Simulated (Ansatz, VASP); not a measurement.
# Cross-check of BH2N (H-BN-H chair, 1 layer) between VASP and Ansatz

Aim: how closely do two programs agree when they are given the same cell, functional and k mesh? The structure shown is the start of the Ansatz relaxation below; VASP solves that cell, so the two are compared at the walk's first step.

Method: plane waves, with VASP 6.6.1 beside it; single point at PBE, in Ansatz 0.2.0.

## 1. The structure

The cell holds 4 atoms: 2 H, 1 N and 1 B. Cell: a = 2.558 Å, b = 2.558 Å, c = 19.687 Å, α = 90.0°, β = 90.0°, γ = 120.0°. Vacuum lies along c.

As a file:

```
H N B
1.0
     2.55750    0.00000    0.00000
    -1.27875    2.21486    0.00000
     0.00000    0.00000   19.68667
H N B
2 1 1
Direct
  0.66667 0.33333 0.43176
  0.33333 0.66667 0.56824
  0.66667 0.33333 0.48358
  0.33333 0.66667 0.50982
```

## 2. Ansatz: relaxation, PBE

Ansatz runs on its default PAW (the set named soft_2) files.

The two programs are compared at the cell with which this relaxation starts, whose forces are those of its first step.

input.yaml reads:

```yaml
crystal:
  lattice:
    - [2.5575, 0.0, 0.0]
    - [-1.27875, 2.2148599702, 0.0]
    - [0.0, 0.0, 19.6866666667]
  atoms:
    - { symbol: H, position: [0.6666666667, 0.3333333333, 0.4317643075] }
    - { symbol: "N", position: [0.6666666667, 0.3333333333, 0.4835760244] }
    - { symbol: B, position: [0.3333333333, 0.6666666667, 0.5098205215] }
    - { symbol: H, position: [0.3333333333, 0.6666666667, 0.5682356925] }
kpoints:
  mp_grid: { grid: [12, 12, 1] }
hamiltonian:
  xc: pbe
scf:
  occupations: { method: fermi_dirac, width: 0.05 }
  convergence: { dr2_threshold: 1.0e-08 }
efield:
  axis: 3
  dipole_correction: true
  ramp_position: 0.97
  ramp_width: 0.04
relax:
  f_tol: 0.01
  cell: { fix: [c, alpha, beta] }
output:
  write_potential: true
  write_density: true
  volumetric_format: npy
```

Launch:

```sh
$ ansatz run input.yaml --threads 4 --pin off --max-ram 8192MiB --backend cpu --events-out ev --progress --plain --runs-dir out
```

Numbers of over 12 decimals in the logs are rounded to 6 here.

Output:

```text
Warning: relax.cell: scf.convergence.dr2_threshold = 1e-8 eV is looser than the 4e-10 eV advised for a relaxation that steers and ends on the stress (1e-10 eV for each atom of the cell: 4). What an SCF threshold leaves in a stress goes as its square root, and in the free energy as the threshold itself, and one threshold admits the most on a small cell: [figures from the program's tests cut] Set scf.convergence.dr2_threshold to 4e-10 eV or tighter. The threshold is an SCF's pass mark: one that does not reach it within its budget of iterations ends unconverged, or closes short of it on a stop that the run arms, and scf.convergence.dr2_threshold's page says what that costs each kind of run
Engine: ansatz 0.2.0, aarch64-unknown-linux-gnu
Pseudopotentials: kind: paw
Pseudopotential: H, paw, valence charge 1, recommended cutoff 420 eV (normal), H.paw.azcp
Pseudopotential: N, paw, valence charge 5, recommended cutoff 420 eV (normal), N.paw.azcp
Pseudopotential: B, paw, valence charge 3, recommended cutoff 420 eV (normal), B.paw.azcp
Functional definition: PBE
  parameter kappa = 0.804
  parameter beta = 0.066725
  exchange = pbe_x(kappa = kappa, mu = beta*pi^2/3)
  correlation = pbe_c(beta = beta)
Crystal: 4 atoms, lattice volume = 111.515 Å³
Basis set: ecut = 420 eV, 2243 PW (Γ), exchange–correlation on 36×36×270 points (8 copies of the dense FFT grid, shifted against one another)
Bands: 9, of which v1, the nominal top of the filled ones, is band 5 counted from 1 (4 counted from 0)
Symmetry: 6 space group operations
Space group: P3m1 (ITA 156), of the structure as read, at distance tolerance 4.8e-5 Å
k-points: 19 of 144 (time reversal used)
Non-local potential: H, projectors of the file, l = 0: 2, l = 1: 1
Non-local potential: N, projectors of the file, l = 0: 2, l = 1: 2, l = 2: 1
Non-local potential: B, projectors of the file, l = 0: 2, l = 1: 2, l = 2: 1
PAW form: soft (Blöchl's): semilocal exchange-correlation on the pseudo side does not see the compensation charge
PAW one-centre angular grid: H, 110 points (default); XC on 64 Gauss nodes
PAW one-centre angular grid: N, 110 points (default); XC on 64 Gauss nodes
PAW one-centre angular grid: B, 110 points (default); XC on 64 Gauss nodes
Initial density: superposition of atomic densities (neutral atoms: chi_scale 0, normalization atom), corrected by the library's trained network
Initial wavefunctions: pseudopotential atomic-orbital guess
Functional: x = pbe(κ = 0.804, μ = 0.219515), c = pbe(β = 0.066725)
SCF iter   1: F=—  HF=-573.702540 eV  |F-HF|=—  |Δ(HF+E_count)|=         —  Δρ=5.85e-3  dr2=2.83e-2  ethr=1.77e-3  p=-0.116 e·Å  D=-1.88e-1 V/Å  ΔV_dip=3.70 eV  dr2_dipole=5.00e-5  V_vac-E_F(+/−)=6.46/2.77 eV  ⟨swp⟩=6.1  Hψ=1350  notcnv=0
efield: sawtooth ramp at fractional position 0.9700 (set: `efield.ramp_position`, or a place that a band, a saddle search or an elastic batch's reference lends), width 0.0400; the density the first Hamiltonian is built on has a dipole p = -0.116 e·Å; the dipole correction subtracts the counter field D = -1.88e-1 V/Å, which shifts the + side's vacuum level by +3.70 eV against the − side's; the planar-averaged density in the ramp window peaks in size at 4.5e-5 e/Å³
preconditioner: auto → none  [insulator: Δε(μ)=2.747 eV  Ē_g=14.568 eV  σ=0.050 eV  W_gap=1.00  n_scr=10 (ndim 8)  ℏωp=11.1 eV  f_vac=0.704  D(μ)=0.00/eV (n_scr^D=0)  ε∞_Penn≈1.6]
SCF iter   2: F=—  HF=-573.701489 eV  |F-HF|=—  |Δ(HF+E_count)|=   1.05e-3  Δρ=2.08e-3  dr2=5.87e-3  ethr=2.83e-4  p=-0.120 e·Å  D=-1.94e-1 V/Å  ΔV_dip=3.82 eV  dr2_dipole=1.24e-3  V_vac-E_F(+/−)=6.45/2.63 eV  ⟨swp⟩=2.6  Hψ=478  notcnv=0
SCF iter   3: F=—  HF=-573.701868 eV  |F-HF|=—  |Δ(HF+E_count)|=   3.79e-4  Δρ=1.60e-3  dr2=4.54e-3  ethr=5.87e-5  p=-0.140 e·Å  D=-2.28e-1 V/Å  ΔV_dip=4.48 eV  dr2_dipole=4.19e-4  V_vac-E_F(+/−)=6.76/2.28 eV  ⟨swp⟩=3.0  Hψ=338  notcnv=0
SCF iter   4: F=—  HF=-573.701043 eV  |F-HF|=—  |Δ(HF+E_count)|=   8.25e-4  Δρ=2.83e-4  dr2=1.97e-4  ethr=4.54e-5  p=-0.136 e·Å  D=-2.21e-1 V/Å  ΔV_dip=4.35 eV  dr2_dipole=4.29e-5  V_vac-E_F(+/−)=6.61/2.27 eV  ⟨swp⟩=2.1  Hψ=324  notcnv=0
SCF iter   5: F=—  HF=-573.701017 eV  |F-HF|=—  |Δ(HF+E_count)|=   2.65e-5  Δρ=1.15e-4  dr2=9.01e-6  ethr=1.97e-6  p=-0.139 e·Å  D=-2.25e-1 V/Å  ΔV_dip=4.43 eV  dr2_dipole=2.67e-8  V_vac-E_F(+/−)=6.67/2.24 eV  ⟨swp⟩=2.3  Hψ=300  notcnv=0
SCF iter   6: F=—  HF=-573.701046 eV  |F-HF|=—  |Δ(HF+E_count)|=   2.94e-5  Δρ=2.29e-5  dr2=2.92e-7  ethr=9.01e-8  p=-0.139 e·Å  D=-2.25e-1 V/Å  ΔV_dip=4.44 eV  dr2_dipole=7.91e-9  V_vac-E_F(+/−)=6.68/2.24 eV  ⟨swp⟩=2.4  Hψ=302  notcnv=0
[...]
preconditioner: auto → none  [insulator: Δε(μ)=2.873 eV  Ē_g=14.207 eV  σ=0.050 eV  W_gap=1.00  n_scr=10 (ndim 8)  ℏωp=11.0 eV  f_vac=0.728  D(μ)=0.00/eV (n_scr^D=0)  ε∞_Penn≈1.6]
SCF iter   2: F=—  HF=-573.748668 eV  |F-HF|=—  |Δ(HF+E_count)|=   1.92e-5  Δρ=4.73e-5  dr2=4.50e-6  ethr=1.38e-7  p=-0.142 e·Å  D=-2.24e-1 V/Å  ΔV_dip=4.42 eV  dr2_dipole=6.77e-7  V_vac-E_F(+/−)=6.76/2.34 eV  ⟨swp⟩=2.1  Hψ=248  notcnv=0
[...]
iter 1 solved again at ethr=2.85e-7 eV; its pass at ethr=3.10e-3 eV (dr2=2.85e-5 eV) is discarded
SCF iter   1: F=—  HF=-573.748750 eV  |F-HF|=—  |Δ(HF+E_count)|=         —  Δρ=4.88e-6  dr2=7.26e-9  ethr=2.85e-7  p=-0.142 e·Å  D=-2.25e-1 V/Å  ΔV_dip=4.43 eV  dr2_dipole=3.35e-13  V_vac-E_F(+/−)=6.76/2.34 eV  ⟨swp⟩=3.4  Hψ=1881  notcnv=0
efield: sawtooth ramp at fractional position 0.9700 (set: `efield.ramp_position`, or a place that a band, a saddle search or an elastic batch's reference lends), width 0.0400; the density the first Hamiltonian is built on has a dipole p = -0.142 e·Å; the dipole correction subtracts the counter field D = -2.25e-1 V/Å, which shifts the + side's vacuum level by +4.43 eV against the − side's; the planar-averaged density in the ramp window peaks in size at 4.0e-6 e/Å³
eigensolver tolerance schedule: the retry pair's looser diagonalisation over-reported the residual by 3917.37 of it (diagonalisation noise at 0.56 of the residual, at the tolerance the schedule requests for it); recorded, not acted on — ethr = c·dr2/N_el stays at c = 1.0e-1
preconditioner: auto → none  [insulator: Δε(μ)=2.881 eV  Ē_g=14.210 eV  σ=0.050 eV  W_gap=1.00  n_scr=10 (ndim 8)  ℏωp=11.0 eV  f_vac=0.728  D(μ)=0.00/eV (n_scr^D=0)  ε∞_Penn≈1.6]
SCF iter   2: F=—  HF=-573.748772 eV  |F-HF|=—  |Δ(HF+E_count)|=   2.13e-5  Δρ=2.28e-6  dr2=2.24e-9  ethr=7.26e-11  p=-0.142 e·Å  D=-2.25e-1 V/Å  ΔV_dip=4.43 eV  dr2_dipole=7.05e-12  V_vac-E_F(+/−)=6.76/2.34 eV  ⟨swp⟩=14.0  Hψ=1434  notcnv=0
SCF iter   3: F=-573.748772 eV  HF=-573.748772 eV  |F-HF|=3.50e-10  |Δ(HF+E_count)|=   1.42e-9  Δρ=1.11e-6  dr2=4.52e-10  ethr=2.24e-11  p=-0.142 e·Å  D=-2.25e-1 V/Å  ΔV_dip=4.43 eV  dr2_dipole=7.12e-12  V_vac-E_F(+/−)=6.76/2.34 eV  ⟨swp⟩=6.3  Hψ=947  notcnv=0
SCF 7 converged in 3 iterations: F = -573.748772 eV  dr2 = 4.52e-10
relax step   7: F+E_penalty+E_count = -573.74877176 eV  Δ(F+E_penalty+E_count) = -1.054e-4 eV  max|allowed force component| = 2.151e-3 eV/Å  Δτ_max = 0.0000 Å  P = +0.002 GPa  Ω = 114.595 Å³  fix = [c, alpha, beta]  reactions: c -0.003 GPa  stress off target by 4.38e-3 GPa on what of the cell is left free  SCF on the basis re-selected at this cell (its energy is not comparable with the rows above)  (3 SCF iters)
basis re-selected at this cell: Δ(F+E_penalty+E_count) = -1.054e-4 eV, ΔP = +0.001 GPa vs the last step (what re-selecting the basis moved, of the pressure what is left beyond the Pulay correction that the steps carried, after the strain that the cell walked since its last selection, with what the two solves' SCF thresholds leave and, on support functions, any second-order correction that the steps lacked; it is no m [...]
WARN: The output density's exchange-correlation potential varies sharply where the density is thin. Do not read a vacuum level from v_tot or v_xc, or from such a field of the output density. On a cell that repeats whose density bears no net charge and no dipole along the vacuum's axis use v_es (v_loc + v_h of the components); under efield.dipole_correction with no amplitude use v_es + v_field, which holds any externa [...]
SCF converged after 3 iterations
Free energy (F): -573.748772 eV
Harris-Foulkes:  -573.748772 eV  (|F-HF|=3.50e-10)
Internal energy: -573.748772 eV  (E = F + TS)
E sigma→0 (E₀):  -573.748772 eV
Fermi energy:    -2.591174 eV
Dipole field:    D = -0.224819 V/Å  (p = -0.142376 e·Å, saw-weighted, corrected)
Work function:   Φ+ = 6.7612 eV   Φ− = 2.3353 eV
Levels:          The Fermi level and band energies are counted from a zero that moves with the ramp; work functions are not
--- Per-component energies (eV) ---
  E_band       = -101.570534
  E_kinetic    = 211.019613
  E_local      = -4095.532761  (includes V_loc(G=0)·N_el)
  E_nonlocal   = 60.270012
  E_hartree    = 1942.205982
  E_xc         = -110.616259
  E_vxc        = -138.226230  (∫ρ·V_xc dr)
  E_paw        = -207.486214  (= ΣΔE_a)
  E_vpaw       = -23.740630  (= ΣTr[D̂ρ^β])
  E_aug_tail   = -0.002585  (compensation charges beyond the density's cutoff)
  E_efield     = 0.016004  (sawtooth field / dipole correction)
  E_vefield    = 0.230333  (∫n·V_field dr)
  E_ewald      = 1626.377436
  E_smearing   = -0.000000  (= −TS)
  E_closure    = -0.000000  (closes the sum)
  Σ components = -573.748772   (vs F -573.748772, Δ=0.00e0)
--- Forces (eV/Å), atoms counted from 1 ---
  atom   1  H      0.00000000    -0.00000000     0.00084058
  atom   2  N      0.00000000     0.00000000    -0.00118377
  atom   3  B      0.00000000     0.00000000     0.00214903
  atom   4  H     -0.00000000     0.00000000    -0.00181279
  max |Σ_I F_I| component: 6.94e-6 eV/Å
--- Stress (GPa, compression-positive) ---
        0.004379       0.000000       0.000000
       -0.000000       0.004379       0.000000
        0.000000       0.000000      -0.003439
  P = ⅓ Tr σ = 0.0018 GPa (0.018 kbar)
--- Band table (eV; the first three rows and the last of 19) ---
  k-point 0: bands = ["-21.5029", "-12.2296", "-5.6965", "-4.0456", "-4.0456", "-1.1646", "0.3288", "1.8488", "3.4372"]
  k-point 1: bands = ["-21.3766", "-12.1092", "-5.6121", "-4.6563", "-4.2519", "-0.9952", "0.5239", "2.0392", "3.6289"]
  k-point 2: bands = ["-21.0073", "-11.7647", "-6.1940", "-5.3098", "-4.7627", "-0.4973", "1.1079", "2.6063", "4.1786"]
  k-point 18: bands = ["-18.3355", "-10.5103", "-9.8864", "-9.0986", "-4.4724", "4.8308", "5.4347", "6.9083", "8.0783"]
--- Relaxed structure (5 steps of the walk, 5 accepted, 2 SCFs on fresh bases) ---
  F+E_penalty+E_count = -573.74877176 eV   max|allowed force component| = 2.151e-3 eV/Å   (the final SCF, on the basis selected at the relaxed cell)
  cell:  # Å, volume = 114.5950 Å³
    - [2.592575, 0, 0]
    - [-1.296288, 2.245236, 0]
    - [0, 0, 19.6866666667]
  atoms:
    - { symbol: H, position: [0.666667, 0.333333, 0.430616] }
    - { symbol: N, position: [0.666667, 0.333333, 0.483167] }
    - { symbol: B, position: [0.333333, 0.666667, 0.509373] }
    - { symbol: H, position: [0.333333, 0.666667, 0.570240] }
```

Reading the cycles: dr2 is the Hartree energy of the density residual (eV), the measure of convergence; HF is the Harris–Foulkes estimate of the energy, which meets the free energy F at convergence.

## 3. VASP: single point, PBE, start cell

The same cell, functional, mesh and smearing now go to VASP, with its own data sets.

Lines of VASP's logs that name or quote its potential files are left out, and so is its time.

INCAR reads:

```
SYSTEM = BH2N
PREC = Accurate
ENCUT = 520
EDIFF = 1E-06
NELM = 120
ISMEAR = -1
SIGMA = 0.05
LREAL = .FALSE.
ALGO = Normal
GGA = PE
NBANDS = 11
LORBIT = 11
LWAVE = .FALSE.
LCHARG = .FALSE.
ISIF = 2
LDIPOL = .TRUE.
IDIPOL = 3
DIPOL = 0.5 0.5 0.498
LVHAR = .TRUE.
LASPH = .TRUE.
GGA_COMPAT = .FALSE.
EFERMI = MIDGAP
NELMDL = -8
```

POSCAR reads:

```
BH2N
1.0
    2.5575000000      0.0000000000      0.0000000000
   -1.2787500000      2.2148600000      0.0000000000
    0.0000000000      0.0000000000     19.6866670000
H N B
2 1 1
Direct
    0.6666667419      0.3333334838      0.4317643002
    0.3333332581      0.6666665162      0.5682356998
    0.6666667419      0.3333334838      0.4835760162
    0.3333332581      0.6666665162      0.5098205298
```

KPOINTS reads:

```
Automatic mesh
0
Gamma
12 12 1
0 0 0
```

PAW data sets: H, N and B (PBE family, release 64).

Launch:

```sh
$ mpirun -np 1 vasp_std
```

Output:

```text
[banner, memory and clock lines left out]
running    1 mpi-ranks, on    1 nodes
 distrk:  each k-point on    1 cores,    1 groups
 distr:  one band on    1 cores,    1 groups

 POSCAR found type information on POSCAR H N B
 POSCAR found :  3 types and       4 ions
 LDA part: xc-table for (Slater+PW92), standard interpolation
 POSCAR, INCAR and KPOINTS ok, starting setup
 FFT: planning ... GRIDC
 FFT: planning ... GRID_SOFT
 FFT: planning ... GRID
 WAVECAR not read
 entering main loop
       N       E                     dE             d eps       ncg     rms          rms(c)
DAV:   1     0.646621933683E+02    0.64662E+02   -0.40230E+03   418   0.670E+02
DAV:   2    -0.186599279145E+02   -0.83322E+02   -0.72520E+02   581   0.150E+02
DAV:   3    -0.262182113874E+02   -0.75583E+01   -0.75375E+01   571   0.597E+01
DAV:   4    -0.263365601788E+02   -0.11835E+00   -0.11830E+00   720   0.789E+00
DAV:   5    -0.263366931042E+02   -0.13293E-03   -0.13290E-03   559   0.251E-01
DAV:   6    -0.263366938734E+02   -0.76914E-06   -0.76913E-06   691   0.176E-02
DAV:   7    -0.263366938745E+02   -0.10878E-08   -0.10787E-08   567   0.616E-04
DAV:   8    -0.263366938745E+02   -0.21828E-10   -0.12384E-10   683   0.477E-05    0.834E+00
DAV:   9    -0.244435703672E+02    0.18931E+01   -0.38105E+00   617   0.123E+01    0.434E+00
DAV:  10    -0.240072582317E+02    0.43631E+00   -0.12046E+00   571   0.632E+00    0.216E+00
DAV:  11    -0.239177697587E+02    0.89488E-01   -0.30465E-01   622   0.348E+00    0.512E-01
DAV:  12    -0.239062724093E+02    0.11497E-01   -0.42975E-02   586   0.137E+00    0.261E-01
DAV:  13    -0.239011845970E+02    0.50878E-02   -0.48489E-03   543   0.538E-01    0.895E-02
DAV:  14    -0.238983521092E+02    0.28325E-02   -0.44686E-03   584   0.341E-01    0.729E-02
DAV:  15    -0.238982183219E+02    0.13379E-03   -0.13923E-03   515   0.183E-01    0.387E-02
DAV:  16    -0.238988087993E+02   -0.59048E-03   -0.66274E-04   482   0.124E-01    0.231E-02
DAV:  17    -0.238994437674E+02   -0.63497E-03   -0.18086E-04   495   0.737E-02    0.129E-02
DAV:  18    -0.238998226734E+02   -0.37891E-03   -0.44238E-05   488   0.313E-02    0.701E-03
DAV:  20    -0.239001045848E+02   -0.10023E-03   -0.17764E-05   460   0.153E-02    0.190E-03
DAV:  21    -0.239001324397E+02   -0.27855E-04   -0.55496E-06   486   0.926E-03    0.208E-03
DAV:  22    -0.239001491246E+02   -0.16685E-04   -0.39659E-06   492   0.914E-03    0.130E-03
DAV:  23    -0.239001565663E+02   -0.74417E-05   -0.65682E-07   500   0.448E-03    0.501E-04
DAV:  24    -0.239001585176E+02   -0.19513E-05   -0.51476E-08   510   0.139E-03    0.188E-04
DAV:  25    -0.239001592923E+02   -0.77468E-06   -0.20920E-08   493   0.683E-04
   1 F= -.23900159E+02 E0= -.23900159E+02  d E =-.818637E-13
```

(Continued in part 2 of 2.)

[Lines on the potential files, build, host, timing and source positions are cut from VASP's logs without a mark.]

[Logs are printed without paths, hosts, clocks, repeated set-up lines and the standing remarks that a program may print on its own settings, such as how far it seeks lower states.]

[Hosts, paths, dates, database ids (printed as entryN), source tags and the programs' standing remarks are cut or masked in the printed files.]
